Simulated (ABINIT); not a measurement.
# NiO (Fm-3m) in ABINIT: a series of runs

Runs on NiO. Level: LDA+U. Tasks: single point, phonons.

Everything below comes from runs of ABINIT 10.8.3 (patched build). Logs are shortened: lines on timing, memory, paths and dates and some standing lists are left out, and cuts for length are marked. The log counts tension as positive stress, the text compression.

**Measured values to compare with.**

From “Local correlations, non-local screening, multiplets, and band formation in NiO”, 2012, arxiv:1210.6675, for a bulk crystal of NiO: band gap 4.3 eV.

The runs below are set against these values where they give the same quantity.

### Step 1. The crystal as given

The structure is cubic, space group Fm-3m (No. 225). The conventional cell has a = 4.183 Å, b = 4.183 Å, c = 4.183 Å, α = 90.00°, β = 90.00°, γ = 90.00°. Around Ni (site symmetry m-3m) lie 6 O at 2.09 Å. O (site symmetry m-3m) has 6 Ni at 2.09 Å as nearest neighbours.

### Step 2. Single point, LDA+U, collinear spin, ferromagnetic start

File run.abi:

```
# Pseudopotentials
pp_dirpath "./"
pseudos "Ni.LDA_PW-JTH.xml, O.LDA_PW-JTH.xml"

# Structure
acell 2.9575582722 2.9575582722 2.9575582722 Angstrom
rprim
     0.0000000000     0.7071067812     0.7071067812
     0.7071067812     0.0000000000     0.7071067812
     0.7071067812     0.7071067812     0.0000000000
ntypat 2
znucl 28 8
natom 2
typat 1 2
xred
     0.0000000000     0.0000000000     0.0000000000
     0.5000000000     0.5000000000     0.5000000000

# Plane-wave basis
ecut 1115.666836 eV
pawecutdg 63.0

# k points
kptopt 1
ngkpt 8 8 8
nshiftk 1
shiftk 0.0 0.0 0.0

# Exchange and correlation
ixc 7

# Bands and occupations
nband 17
occopt 3
tsmear 0.05 eV

# Spin
nsppol 2
spinat
     0.0000000000     0.0000000000     1.0000000000
     0.0000000000     0.0000000000     0.0000000000

# DFT+U
usepawu 1
lpawu 2 -1
upawu 6.2 0.0 eV
jpawu 0.0 0.0 eV

# SCF cycle
nstep 100
tolvrs 1.0e-9

# Output
iomode 3
prtwf 0
prtden 0
prteig 0
prtebands 0
enunit 2
```

Potentials or basis: JTH PAW LDA v2.0.

Started as:

```console
> abinit run.abi > log 2>&1
```

run.abo:

```text
.Version 10.8.3 of ABINIT
 Symmetries : space group Fm -3 m (#225); Bravais cF (face-center cubic)
================================================================================
 Values of the parameters that define the memory need of the present run
     intxc =       0    ionmov =       0      iscf =      17    lmnmax =      18
     lnmax =       6     mgfft =      36  mpssoang =       3    mqgrid =    3001
     natom =       2  nloc_mem =       2    nspden =       2   nspinor =       1
    nsppol =       2      nsym =      48    n1xccc =       1    ntypat =       2
    occopt =       3   xclevel =       1
       mpw =        1564          nfft =       46656          nkpt =          29
 PAW method is used; the additional fine FFT grid is defined by:
   mgfftf=        40    nfftf =     64000
================================================================================
================================================================================

--------------------------------------------------------------------------------
------------- Echo of variables that govern the present computation ------------
--------------------------------------------------------------------------------
 -outvars: echo values of preprocessed input variables --------
            acell      5.5889751359E+00  5.5889751359E+00  5.5889751359E+00 Bohr
              amu      5.86900000E+01  1.59994000E+01
             ecut      4.10000000E+01 Hartree
           enunit           2
              ixc           7
         kptrlatt        8    0    0      0    8    0      0    0    8
          kptrlen      4.47118011E+01
            lpawu           2      -1
            natom           2
            nband          17
            ngfft          36      36      36
          ngfftdg          40      40      40
             nkpt          29
           nspden           2
           nsppol           2
            nstep         100
             nsym          48
           ntypat           2
           occopt           3
        pawecutdg      6.30000000E+01 Hartree
           prtden           0
        prtebands           0
           prteig           0
            prtwf           0
            rprim      0.0000000000E+00  7.0710678120E-01  7.0710678120E-01
                       7.0710678120E-01  0.0000000000E+00  7.0710678120E-01
                       7.0710678120E-01  7.0710678120E-01  0.0000000000E+00
          spgroup         225
           spinat      0.0000000000E+00  0.0000000000E+00  1.0000000000E+00
                       0.0000000000E+00  0.0000000000E+00  0.0000000000E+00
           tolvrs      1.00000000E-09
           tsmear      1.83746611E-03 Hartree
            typat      1  2
            upawu      2.27845797E-01  0.00000000E+00 Hartree
          usepawu           1
           useylm           1
           xangst      0.0000000000E+00  0.0000000000E+00  0.0000000000E+00
                       2.0913095101E+00  2.0913095101E+00  2.0913095101E+00
            xcart      0.0000000000E+00  0.0000000000E+00  0.0000000000E+00
                       3.9520022185E+00  3.9520022185E+00  3.9520022185E+00
             xred      0.0000000000E+00  0.0000000000E+00  0.0000000000E+00
                       5.0000000000E-01  5.0000000000E-01  5.0000000000E-01
            znucl       28.00000    8.00000

================================================================================

 chkinp: Checking input parameters for consistency.

================================================================================
== DATASET  1 ==================================================================

--- !DatasetInfo
iteration_state: {dtset: 1, }
dimensions: {natom: 2, nkpt: 29, mband: 17, nsppol: 2, nspinor: 1, nspden: 2, mpw: 1564, }
cutoff_energies: {ecut:  41.0, pawecutdg:  63.0, }
electrons: {nelect:   2.40000000E+01, charge:   0.00000000E+00, occopt:   3.00000000E+00, tsmear:   1.83746611E-03, }
meta: {optdriver: 0, ionmov: 0, optcell: 0, iscf: 17, paral_kgb: 0, }
...

 Exchange-correlation functional for the present dataset will be:
  LDA: Perdew-Wang 92 LSD fit to Ceperley-Alder data - ixc=7
  J.P.Perdew and Y.Wang, PRB 45, 13244 (1992)

 Real(R)+Recip(G) space primitive vectors, cartesian coordinates (Bohr,Bohr^-1):
 R(1)=  0.0000000  3.9520022  3.9520022  G(1)= -0.1265181  0.1265181  0.1265181
 R(2)=  3.9520022  0.0000000  3.9520022  G(2)=  0.1265181 -0.1265181  0.1265181
 R(3)=  3.9520022  3.9520022  0.0000000  G(3)=  0.1265181  0.1265181 -0.1265181
 Unit cell volume ucvol=  1.2344728E+02 bohr^3
 Angles (23,13,12)=  6.00000000E+01  6.00000000E+01  6.00000000E+01 degrees

 Coarse grid specifications (used for wave-functions):
[... 127 lines left out ...]
     0.00000    0.91015    0.00000    0.00000    0.00000
     0.00000    0.00000    0.57254    0.00000    0.00000
     0.00000    0.00000    0.00000    0.91015    0.00000
     0.00000    0.00000    0.00000    0.00000    0.57254

 Occupation matrix for spin  2
     0.91015    0.00000    0.00000    0.00000    0.00000
     0.00000    0.91015    0.00000    0.00000    0.00000
     0.00000    0.00000    0.57254    0.00000    0.00000
     0.00000    0.00000    0.00000    0.91015    0.00000
     0.00000    0.00000    0.00000    0.00000    0.57254

================================================================================

 ----iterations are completed or convergence reached----

 Mean square residual over all n,k,spin=   81.744E-12; max=  46.828E-09
 reduced coordinates (array xred) for    2 atoms
       0.000000000000      0.000000000000      0.000000000000
       0.500000000000      0.500000000000      0.500000000000
 rms dE/dt=  0.0000E+00; max dE/dt=  0.0000E+00; dE/dt below (all hartree)
    1       0.000000000000      0.000000000000      0.000000000000
    2       0.000000000000      0.000000000000      0.000000000000

 cartesian coordinates (angstrom) at end:
    1      0.00000000000000     0.00000000000000     0.00000000000000
    2      2.09130951006678     2.09130951006678     2.09130951006678

 cartesian forces (hartree/bohr) at end:
    1     -0.00000000000000    -0.00000000000000    -0.00000000000000
    2     -0.00000000000000    -0.00000000000000    -0.00000000000000
 frms,max,avg= 0.0000000E+00 0.0000000E+00   0.000E+00  0.000E+00  0.000E+00 h/b

 cartesian forces (eV/Angstrom) at end:
    1     -0.00000000000000    -0.00000000000000    -0.00000000000000
    2     -0.00000000000000    -0.00000000000000    -0.00000000000000
 frms,max,avg= 0.0000000E+00 0.0000000E+00   0.000E+00  0.000E+00  0.000E+00 e/A
 length scales=  5.588975135871  5.588975135871  5.588975135871 bohr
              =  2.957558272200  2.957558272200  2.957558272200 angstroms
 Fermi (or HOMO) energy (hartree) =   0.33185   Average Vxc (hartree)=  -0.47913
 Magnetization (Bohr magneton)=  1.11041113E-06
 Total spin up =  1.20000006E+01   Total spin down =  1.19999994E+01
 Eigenvalues (hartree) for nkpt=  29  k points, SPIN UP:
 kpt#   1, nband= 17, wtk=  0.00195, kpt=  0.0000  0.0000  0.0000 (reduced coord)
  -3.40355   -1.96474   -1.96474   -1.96474   -0.41223    0.20081    0.20081    0.20081
   0.21448    0.21448    0.21448    0.27337    0.27337    0.38909    0.97670    1.00912
   1.00912
      occupation numbers for kpt#   1
   1.00000    1.00000    1.00000    1.00000    1.00000    1.00000    1.00000    1.00000
   1.00000    1.00000    1.00000    1.00000    1.00000    0.00000    0.00000    0.00000
   0.00000
 prteigrs : prtvol=0 or 1, do not print more k-points.

 Eigenvalues (hartree) for nkpt=  29  k points, SPIN DOWN:
 kpt#   1, nband= 17, wtk=  0.00195, kpt=  0.0000  0.0000  0.0000 (reduced coord)
  -3.40355   -1.96474   -1.96474   -1.96474   -0.41223    0.20081    0.20081    0.20081
   0.21448    0.21448    0.21448    0.27337    0.27337    0.38909    0.97670    1.00912
   1.00912
      occupation numbers for kpt#   1
   1.00000    1.00000    1.00000    1.00000    1.00000    1.00000    1.00000    1.00000
   1.00000    1.00000    1.00000    1.00000    1.00000    0.00000    0.00000    0.00000
   0.00000
 prteigrs : prtvol=0 or 1, do not print more k-points.

 Fermi (or HOMO) energy (eV) =   9.03003   Average Vxc (eV)= -13.03789
 Eigenvalues (   eV  ) for nkpt=  29  k points, SPIN UP:
 kpt#   1, nband= 17, wtk=  0.00195, kpt=  0.0000  0.0000  0.0000 (reduced coord)
 -92.61523  -53.46322  -53.46322  -53.46322  -11.21743    5.46432    5.46432    5.46432
   5.83637    5.83637    5.83637    7.43868    7.43868   10.58765   26.57741   27.45951
  27.45951
 prteigrs : prtvol=0 or 1, do not print more k-points.

 Eigenvalues (   eV  ) for nkpt=  29  k points, SPIN DOWN:
 kpt#   1, nband= 17, wtk=  0.00195, kpt=  0.0000  0.0000  0.0000 (reduced coord)
 -92.61523  -53.46322  -53.46322  -53.46322  -11.21743    5.46431    5.46431    5.46431
   5.83637    5.83637    5.83637    7.43868    7.43868   10.58765   26.57741   27.45951
  27.45951
 prteigrs : prtvol=0 or 1, do not print more k-points.

--- !EnergyTerms
iteration_state     : {dtset: 1, }
comment             : Components of total free energy in Hartree
kinetic             :  3.66671464121704E+01
hartree             :  4.79831014922261E+01
xc                  : -9.43904080408329E+00
Ewald energy        : -1.19302352676074E+02
psp_core            :  5.11785202827399E+00
local_psp           : -1.43205966956092E+02
PAW spherical_terms : -4.75293850689921E+00
internal            : -1.86932199010478E+02
'-kT*entropy'       : -9.14205050325705E-04
total_energy        : -1.86933113215529E+02
total_energy_eV     : -5.08670914587145E+03
...

--- !EnergyTermsDC
iteration_state     : {dtset: 1, }
comment             : '"Double-counting" decomposition of free energy'
band_energy         : -1.66436370814605E+01
Ewald energy        : -1.19302352676074E+02
psp_core            :  5.11785202827399E+00
xc_dc               : -4.50488260647251E+01
PAW spherical_terms : -1.10552283455333E+01
internal            : -1.86932192139519E+02
'-kT*entropy'       : -9.14205050325705E-04
total_energy_dc     : -1.86933106344570E+02
total_energy_dc_eV  : -5.08670895890313E+03
...

--- !EnergyTermsWithPAWCore
iteration_state     : {dtset: 1, }
comment             : 'Components of total free energy, including PAW core contributions'
Total energy        : -1.59295570944647E+03
Total energy DC     : -1.59295570257551E+03
Total energy (eV)   : -4.33465330824887E+04
Total energy DC (eV): -4.33465328955204E+04
...

 Cartesian components of stress tensor (hartree/bohr^3)
  sigma(1 1)=  6.76565908E-04  sigma(3 2)=  0.00000000E+00
  sigma(2 2)=  6.76565908E-04  sigma(3 1)=  0.00000000E+00
  sigma(3 3)=  6.76565908E-04  sigma(2 1)=  0.00000000E+00

-Cartesian components of stress tensor (GPa)         [Pressure= -1.9905E+01 GPa]
- sigma(1 1)=  1.99052562E+01  sigma(3 2)=  0.00000000E+00
- sigma(2 2)=  1.99052562E+01  sigma(3 1)=  0.00000000E+00
- sigma(3 3)=  1.99052562E+01  sigma(2 1)=  0.00000000E+00

== END DATASET(S) ==============================================================
================================================================================

 -outvars: echo values of variables after computation  --------
            acell      5.5889751359E+00  5.5889751359E+00  5.5889751359E+00 Bohr
           etotal     -1.8693310634E+02
            fcart     -0.0000000000E+00 -0.0000000000E+00 -0.0000000000E+00
                      -0.0000000000E+00 -0.0000000000E+00 -0.0000000000E+00
            rprim      0.0000000000E+00  7.0710678120E-01  7.0710678120E-01
                       7.0710678120E-01  0.0000000000E+00  7.0710678120E-01
                       7.0710678120E-01  7.0710678120E-01  0.0000000000E+00
           strten      6.7656590765E-04  6.7656590765E-04  6.7656590765E-04
                       0.0000000000E+00  0.0000000000E+00  0.0000000000E+00
           xangst      0.0000000000E+00  0.0000000000E+00  0.0000000000E+00
                       2.0913095101E+00  2.0913095101E+00  2.0913095101E+00
             xred      0.0000000000E+00  0.0000000000E+00  0.0000000000E+00
                       5.0000000000E-01  5.0000000000E-01  5.0000000000E-01
 Calculation completed.
```

It took 54 s on 1 thread of Intel Xeon 6975P-C (Granite Rapids), shared host; peak memory 0.13 GiB.

Results:

- Free energy: -5086.7090 eV
- Pressure: -19.9 GPa
- Band gap on the k mesh: none (metal or under the smearing width)
- Net moment: 0.00 μB per cell
- Valence electrons inside the program's atomic spheres: Ni 15.84; O 4.45

Levels at points of the mesh, in eV from the Fermi level:
Spin up:
```csv
k point,band 10,band 11,band 12,band 13,band 14,band 15
"(0.00, 0.00, 0.00)",-3.19,-3.19,-1.59,-1.59,1.56,17.55
"(0.50, 0.00, 0.00)",-2.70,-2.25,1.23,1.23,5.51,9.79
"(0.50, 0.50, 0.00)",-2.60,-2.60,-1.19,-0.63,6.20,10.33
```
Spin down:
```tsv
k point	band 8	band 9	band 10	band 11	band 12	band 13	band 14	band 15	band 16	band 17
(0.00, 0.00, 0.00)	-3.57	-3.19	-3.19	-3.19	-1.59	-1.59	1.56	17.55	18.43	18.43
(0.50, 0.00, 0.00)	-5.61	-2.70	-2.70	-2.25	1.23	1.23	5.51	9.79	13.95	13.95
(0.50, 0.50, 0.00)	-4.47	-4.38	-2.60	-2.60	-1.19	-0.63	6.20	10.33	11.78	16.46
```

Eigenvalues of the final occupation matrices:
| site | spin | trace | eigenvalues |
| --- | --- | --- | --- |
| atom 1 | 1 | 3.88 | 0.57 0.57 0.91 0.91 0.91 |
| atom 1 | 2 | 3.88 | 0.57 0.57 0.91 0.91 0.91 |

[end of part 1 of 2]
